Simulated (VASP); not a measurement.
# C in VASP: further runs

One sheet, C, is run at these levels: r2SCAN+rVV10; tasks: single point.

Program: VASP 6.6.1. These are calculated values, not measurements. Logs are shortened: lines on timing, memory, paths and dates and some standing lists are left out, and cuts for length are marked.

## Step 1: The structure

The cell holds a sheet with vacuum, 4 atoms: a = 2.455 Å, b = 2.455 Å, c = 17.350 Å, α = 90.00°, β = 90.00°, γ = 120.00°.

The cell was built by a generator and needn't be a form met in nature.

## Step 2: Single point, r2SCAN+rVV10

POSCAR

```
C
1.0
    2.4553394814      0.0000000000      0.0000000000
   -1.2276697407      2.1263863658      0.0000000000
    0.0000000000      0.0000000000     17.3500000000
C
4
Direct
    0.0000000000      0.0000000000      0.4028536387
    0.3333333333      0.6666666667      0.4028380316
    0.0000000000      0.0000000000      0.5971463613
    0.6666666667      0.3333333333      0.5971619684
```

INCAR.step1

```
SYSTEM = C
PREC = Accurate ; ENCUT = 520
ISMEAR = -1 ; SIGMA = 0.05
LREAL = .FALSE. ; LASPH = .TRUE.
NELM = 80 ; NBANDS = 16
GGA = PE ; ALGO = Normal
EDIFF = 1E-4 ; LWAVE = .TRUE.
LCHARG = .FALSE.
```

INCAR.step2

```
SYSTEM = C
PREC = Accurate ; ENCUT = 520
EDIFF = 1E-6 ; ISMEAR = -1
SIGMA = 0.05 ; LREAL = .FALSE.
LASPH = .TRUE. ; NELM = 80
ALGO = Normal ; ISIF = 2
LWAVE = .FALSE. ; LCHARG = .FALSE.
METAGGA = R2SCAN ; LMIXTAU = .TRUE.
LUSE_VDW = .TRUE. ; IVDW_NL = 2
BPARAM = 11.95 ; CPARAM = 0.0093
NBANDS = 16 ; ISTART = 1
```

KPOINTS

```
regular mesh
0
G
  18 18 1
  0 0 0
```

Potentials or basis: VASP PAW PBE potentials, release 64 (C).

Started as:

```bash
cat potpaw_PBE.64/C/POTCAR > POTCAR
cp INCAR.step1 INCAR
mpirun -np 1 vasp_std > vasp.out
cp INCAR.step2 INCAR
mpirun -np 1 vasp_std > vasp.out
```

OUTCAR:

```text
SYSTEM = C
   PREC = Accurate
   ENCUT = 520
   EDIFF = 1E-6
   ISMEAR = -1
   LREAL = .FALSE.
   LASPH = .TRUE.
   NELM = 80
   ISIF = 2
   METAGGA = R2SCAN
   IVDW_NL = 2
   BPARAM = 11.95
   ISTART = 1

 ion  position               nearest neighbor table
   1  0.000  0.000  0.403-   2 1.42   2 1.42   2 1.42
   2  0.333  0.667  0.403-   1 1.42   1 1.42   1 1.42
   3  0.000  0.000  0.597-   4 1.42   4 1.42   4 1.42
   4  0.667  0.333  0.597-   3 1.42   3 1.42   3 1.42

  LATTYP: Found a hexagonal cell.
 ALAT       =     2.4553394814
 C/A-ratio  =     7.0662326458

  Lattice vectors:

 A1 = (   2.4553394814,   0.0000000000,   0.0000000000)
 A2 = (  -1.2276697407,   2.1263863658,   0.0000000000)
 A3 = (   0.0000000000,   0.0000000000,  17.3500000000)

Analysis of symmetry for initial positions (statically):
=====================================================================
 Subroutine PRICEL returns:
 Original cell was already a primitive cell.

 Routine SETGRP: Setting up the symmetry group for a
 hexagonal supercell.

 Subroutine GETGRP returns: Found 12 space group operations
 (whereof 12 operations were pure point group operations)
 out of a pool of 24 trial point group operations.

The static configuration has the point symmetry D_3d.

Analysis of symmetry for dynamics (positions and initial velocities):
=====================================================================
 Subroutine PRICEL returns:
 Original cell was already a primitive cell.

 Routine SETGRP: Setting up the symmetry group for a
 hexagonal supercell.

 Subroutine GETGRP returns: Found 12 space group operations
 (whereof 12 operations were pure point group operations)
 out of a pool of 24 trial point group operations.

The dynamic configuration has the point symmetry D_3d.

 Subroutine INISYM returns: Found 12 space group operations
 (whereof 12 operations are pure point group operations),
 and found     1 'primitive' translations

----------------------------------------------------------------------------------------

                                     Primitive cell

  volume of cell :      90.5844

  direct lattice vectors                    reciprocal lattice vectors
     2.455339481  0.000000000  0.000000000     0.407275657  0.235140710  0.000000000
    -1.227669741  2.126386366  0.000000000     0.000000000  0.470281420  0.000000000
     0.000000000  0.000000000 17.350000000     0.000000000  0.000000000  0.057636888

  length of vectors
     2.455339481  2.455339481 17.350000000     0.470281420  0.470281420  0.057636888

  position of ions in fractional coordinates (direct lattice)
     0.000000000  0.000000000  0.402853639
     0.333333333  0.666666667  0.402838032
     0.000000000  0.000000000  0.597146361
     0.666666667  0.333333333  0.597161968

  ion indices of the primitive-cell ions
   primitive index   ion index
                 1           1
                 2           2
                 3           3
                 4           4

----------------------------------------------------------------------------------------

 KPOINTS: regular mesh

Automatic generation of k-mesh.
 Grid dimensions read from file:
 generate k-points for:   18   18    1

 Generating k-lattice:

  Cartesian coordinates                     Fractional coordinates (reciprocal lattice)
     0.022626425  0.013063373  0.000000000     0.055555556 -0.000000000  0.000000000
     0.000000000  0.026126746  0.000000000     0.000000000  0.055555556  0.000000000
     0.000000000  0.000000000  0.057636888     0.000000000  0.000000000  1.000000000

  Length of vectors
     0.026126746  0.026126746  0.057636888

  Shift w.r.t. Gamma in fractional coordinates (k-lattice)
     0.000000000  0.000000000  0.000000000

 Subroutine IBZKPT returns following result:
 ===========================================

 Found     37 irreducible k-points:

 Following reciprocal coordinates:
            Coordinates               Weight
  0.000000  0.000000  0.000000      1.000000
  0.055556  0.000000  0.000000      6.000000
  0.111111  0.000000  0.000000      6.000000
  0.166667  0.000000  0.000000      6.000000
  0.222222  0.000000  0.000000      6.000000
  0.277778  0.000000  0.000000      6.000000
[... 16 lines left out ...]
  0.333333  0.111111  0.000000     12.000000
  0.388889  0.111111  0.000000     12.000000
 [... further k-points ...]
   k-points           NKPTS =     37   k-points in BZ     NKDIM =     37   number of bands    NBANDS=     16
   number of dos      NEDOS =    301   number of ions     NIONS =      4
   total plane-waves  NPLWV =  45360
   dimension x,y,z NGX =    18 NGY =   18 NGZ =  140
   dimension x,y,z NGXF=    36 NGYF=   36 NGZF=  280
   ions per type =               4
   NGX,Y,Z   is equivalent  to a cutoff of  12.19, 12.19, 13.41 a.u.
   NGXF,Y,Z  is equivalent  to a cutoff of  24.37, 24.37, 26.83 a.u.
 SYSTEM =  C
   PREC   = accura    normal or accurate (medium, high low for compatibility)
   ISTART =      1    job   : 0-new  1-cont  2-samecut
   ICHARG =      0    charge: 1-file 2-atom 10-const
   ISPIN  =      1    spin polarized calculation?
   LNONCOLLINEAR =      F non collinear calculations
   LSORBIT =      F    spin-orbit coupling
   LASPH  =      T    aspherical Exc in radial PAW
   ENCUT  =  520.0 eV  38.22 Ry    6.18 a.u.   4.57  4.57 32.26*2*pi/ulx,y,z
   NELM   =     80;   NELMIN=  2; NELMDL=  0     # of ELM steps
   EDIFF  = 0.1E-05   stopping-criterion for ELM
   LREAL  =      F    real-space projection
   EDIFFG = 0.1E-04   stopping-criterion for IOM
   NSW    =      0    number of steps for IOM
   IBRION =     -1    ionic relax: 0-MD 1-quasi-New 2-CG
   NFREE  =      0    steps in history (QN), initial steepest desc. (CG)
   ISIF   =      2    stress and relaxation
   ISYM   =      2    0-nonsym 1-usesym 2-fastsym
   POTIM  = 0.5000    time-step for ionic-motion
   TEBEG  =    0.0;   TEEND  =   0.0 temperature during run
   PSTRESS=    0.0 pullay stress
   NELECT =      16.0000    total number of electrons
   NUPDOWN=      -1.0000    fix difference up-down
   EMIN   =  10.00;   EMAX   =-10.00  energy-range for DOS
   EFERMI =   0.00;   METHOD = LEGACY
   ISMEAR =    -1;   SIGMA  =   0.05  broadening in eV -4-tet -1-fermi 0-gaus
   EFERMI_NEDOS =   21; number of points for ismear=-14 and -15
   IALGO  =     38    algorithm
   IMIX   =      4    mixing-type and parameters
     AMIX     =   0.40;   BMIX     =  1.00
     AMIX_MAG =   1.60;   BMIX_MAG =  1.00
  volume/ion in A,a.u.               =      22.65       152.82
  Fermi-wavevector in a.u.,A,eV,Ry     =   0.918538  1.735785 11.479397  0.843712
  Thomas-Fermi vector in A             =   2.043631
   LORBIT       =      0    0 simple, 1 ext, 2 COOP (PROOUT), +10 PAW based schemes
   METAGGA = R2SCAN    functional components
   LHFCALC =     F    Hartree Fock is set to
   AEXX    =    0.0000 exact exchange contribution
   IVDW_NL    =     2    kernel type
   BPARAM     =11.9500
   IVDW    =     0    specifies the selected vdW correction
   LEPSILON=     F    determine dielectric tensor
   LRPA    =     F    only Hartree local field effects (RPA)
 non-spin polarized calculation
  energy-cutoff  :      520.00
  volume of cell :       90.58
 maximum number of plane-waves:      2474
   NGX =  9   NGY =  9   NGZ = 65

 number of electron      15.9999996 magnetization

 Free energy of the ion-electron system (eV)
  ---------------------------------------------------
  ext. energy  EPLUGINS =         0.00000000
  ---------------------------------------------------
  free energy    TOTEN  =       -39.29690755 eV

  energy without entropy =      -39.29604218  energy(sigma->0) =      -39.29647487

 E-fermi :  -0.8192     XC(G=0):  -4.6906

 val. band max:       -0.8192155259   @ k =   0.3333   0.3333   0.0000
 cond. band min:      -0.4533392079   @ k =   0.3333   0.3333   0.0000
 fundamental gap:      0.3658763180
 Fermi energy:        -0.8191504358

 k-point     1 :       0.0000    0.0000    0.0000
  band No.  band energies     occupation
      1     -21.7420      2.00000
      2     -21.5976      2.00000
      3      -9.4375      2.00000
      4      -8.4528      2.00000
      5      -4.0296      2.00000
      6      -4.0296      2.00000
[... 8 lines left out ...]
     15       7.9060      0.00000
     16       7.9322      0.00000

 k-point     2 :       0.0556    0.0000    0.0000
  band No.  band energies     occupation
      1     -21.6640      2.00000
      2     -21.5203      2.00000
      3      -9.3436      2.00000
      4      -8.3614      2.00000
      5      -4.3543      2.00000
      6      -4.3414      2.00000
[... 8 lines left out ...]
     15       7.9860      0.00000
     16       8.2451      0.00000

 k-point     3 :       0.1111    0.0000    0.0000
  band No.  band energies     occupation
      1     -21.4304      2.00000
      2     -21.2886      2.00000
      3      -9.0629      2.00000
      4      -8.0885      2.00000
      5      -5.2428      2.00000
      6      -5.2213      2.00000
[... 8 lines left out ...]
     15       8.0610      0.00000
     16       9.2075      0.00000

 k-point     4 :       0.1667    0.0000    0.0000
  band No.  band energies     occupation
      1     -21.0424      2.00000
      2     -20.9037      2.00000
      3      -8.5982      2.00000
      4      -7.6375      2.00000
      5      -6.5133      2.00000
      6      -6.4813      2.00000
[... 8 lines left out ...]
     15       8.0359      0.00000
     16       9.2784      0.00000

 k-point     5 :       0.2222    0.0000    0.0000
  band No.  band energies     occupation
      1     -20.5021      2.00000
      2     -20.3677      2.00000
      3      -7.9957      2.00000
      4      -7.9571      2.00000
      5      -7.9492      2.00000
      6      -7.0158      2.00000
[... 8 lines left out ...]
     15       7.8168      0.00000
     16       7.9727      0.00000

 k-point     6 :       0.2778    0.0000    0.0000
  band No.  band energies     occupation
      1     -19.8129      2.00000
      2     -19.6839      2.00000
      3      -9.5645      2.00000
      4      -9.5098      2.00000
      5      -7.1453      2.00000
      6      -6.4814      2.00000
[... 8 lines left out ...]
     15       7.6149      0.00000
     16       8.5326      0.00000
[... 267 lines left out ...]
 k-point    21 :       0.2222    0.1111    0.0000
  band No.  band energies     occupation
      1     -19.5851      2.00000
      2     -19.4580      2.00000
      3      -9.5621      2.00000
      4      -9.5149      2.00000
      5      -7.3567      2.00000
      6      -7.3275      2.00000
[... 8 lines left out ...]
     15       8.6606      0.00000
     16       8.9068      0.00000

 k-point    22 :       0.2778    0.1111    0.0000
  band No.  band energies     occupation
      1     -18.7564      2.00000
      2     -18.6360      2.00000
      3     -11.0475      2.00000
      4     -10.9866      2.00000
      5      -7.9035      2.00000
      6      -7.8696      2.00000
[... 8 lines left out ...]
     15       8.7338      0.00000
     16       9.7493      0.00000

 k-point    23 :       0.3333    0.1111    0.0000
  band No.  band energies     occupation
      1     -17.7975      2.00000
      2     -17.6853      2.00000
      3     -12.5163      2.00000
      4     -12.4444      2.00000
      5      -8.2997      2.00000
      6      -8.2632      2.00000
[... 8 lines left out ...]
     15       9.3794      0.00000
     16      10.8091      0.00000

 k-point    24 :       0.3889    0.1111    0.0000
  band No.  band energies     occupation
      1     -16.7449      2.00000
      2     -16.6452      2.00000
      3     -13.8853      2.00000
      4     -13.8078      2.00000
      5      -8.5397      2.00000
      6      -8.5019      2.00000
[... 8 lines left out ...]
     15      10.8288      0.00000
     16      11.8490      0.00000

 [... further k-points ...]

------------------------ aborting loop because EDIFF is reached ----------------------------------------

  FORCE on cell =-STRESS in cart. coord.  units (eV):
  Direction    XX          YY          ZZ          XY          YZ          ZX
  --------------------------------------------------------------------------------------
  -------------------------------------------------------------------------------------
  Total        0.2429519      0.2429519     -0.0352887      0.0000000     -0.0000000     -0.0000000
  in kB        4.2971215      4.2971215     -0.6241565      0.0000000     -0.0000000     -0.0000000
  external PRESSURE =       2.6566955 kB  Pullay stress =       0.0000000 kB

 VOLUME and BASIS-vectors are now :
 -----------------------------------------------------------------------------
  energy-cutoff  :      520.00
  volume of cell :       90.58
      direct lattice vectors                 reciprocal lattice vectors
     2.455339481  0.000000000  0.000000000     0.407275657  0.235140710  0.000000000
    -1.227669741  2.126386366  0.000000000     0.000000000  0.470281420  0.000000000
     0.000000000  0.000000000 17.350000000     0.000000000  0.000000000  0.057636888

 POSITION                                       TOTAL-FORCE (eV/Angst)
 -----------------------------------------------------------------------------------
      0.00000      0.00000      6.98951         0.000000      0.000000      0.000719
     -0.00000      1.41759      6.98924        -0.000000      0.000000      0.000484
      0.00000      0.00000     10.36049         0.000000      0.000000     -0.000719
      1.22767      0.70880     10.36076         0.000000     -0.000000     -0.000484
 -----------------------------------------------------------------------------------
    total drift:                                0.000000      0.000000      0.000000

  FREE ENERGIE OF THE ION-ELECTRON SYSTEM (eV)
  ---------------------------------------------------
  free  energy   TOTEN  =       -39.2969075463 eV

  energy  without entropy=      -39.2960421843  energy(sigma->0) =      -39.29647487
```

Wall time 3.3 min (1 thread of AMD EPYC 9R45 (Zen 5), shared host); peak memory 0.36 GiB.

Results:

```yaml
Free_energy: -39.2969 eV
Band_gap_on_the_k_mesh: none (metal or under the smearing width)
```

Caveat: the PAW data sets were made with another functional, which shifts forces and pressure a little.

## Step 3: Single point, r2SCAN+rVV10

This run uses another cell than the first one, of 22.73 Å³/atom, 1.004 times its volume.

POSCAR

```
C
1.0
    2.4600000000      0.0000000000      0.0000000000
   -1.2300000000      2.1304224933      0.0000000000
    0.0000000000      0.0000000000     17.3500000000
C
4
Direct
    0.0000000000      0.0000000000      0.4034582133
    0.3333333333      0.6666666667      0.4034582133
    0.0000000000      0.0000000000      0.5965417867
    0.6666666667      0.3333333333      0.5965417867
```

INCAR.step1

```
  PREC = Accurate
  ENCUT = 520
  ISMEAR = -1
  SIGMA = 0.05
  LREAL = False
  LASPH = True
  NELM = 60
  NBANDS = 16
  GGA = PE
  ALGO = Normal
  EDIFF = 1E-4
  LWAVE = True
  LCHARG = False
```

INCAR.step2

```
  PREC = Accurate
  ENCUT = 520
  EDIFF = 1E-7
  ISMEAR = -1
  SIGMA = 0.05
  LREAL = False
  LASPH = True
  NELM = 60
  ALGO = Normal
  ISIF = 2
  LWAVE = False
  LCHARG = False
  METAGGA = R2SCAN
  LMIXTAU = True
  LUSE_VDW = True
  IVDW_NL = 2
  BPARAM = 11.95
  CPARAM = 0.0093
  NBANDS = 16
  ISTART = 1
```

KPOINTS

```
Automatic mesh
0
Gamma
  18 18 1
```

Potentials or basis: VASP PAW PBE potentials, release 64 (C).

Started as:

```bash
cat potpaw_PBE.64/C/POTCAR > POTCAR
cp INCAR.step1 INCAR
mpirun -np 1 vasp_std > vasp.out
cp INCAR.step2 INCAR
mpirun -np 1 vasp_std > vasp.out
```

Wall time 3.5 min (1 thread of AMD EPYC 9R45 (Zen 5), shared host); peak memory 0.36 GiB.

The run converged. Its results:

```
Free energy            : -39.2969 eV
Largest force          : 0.009 eV/Å
Band gap on the k mesh : none (metal or under the smearing width)
```

Forces in eV/Å, atoms in the order of the input:
```
C    0.000  0.000  0.001
C    0.000  0.000 -0.009
C    0.000  0.000 -0.001
C    0.000  0.000  0.009
```

Levels at points of the mesh, in eV from the Fermi level:
| k point | band 6 | band 7 | band 8 | band 9 | band 10 | band 11 |
| --- | --- | --- | --- | --- | --- | --- |
| (0.00, 0.00, 0.00) | -3.21 | -3.20 | -3.20 | 3.69 | 4.20 | 4.99 |
| (0.50, 0.00, 0.00) | -6.79 | -2.73 | -2.35 | 1.64 | 2.03 | 7.62 |

Caveat: the PAW data sets were made with another functional, which shifts forces and pressure a little.
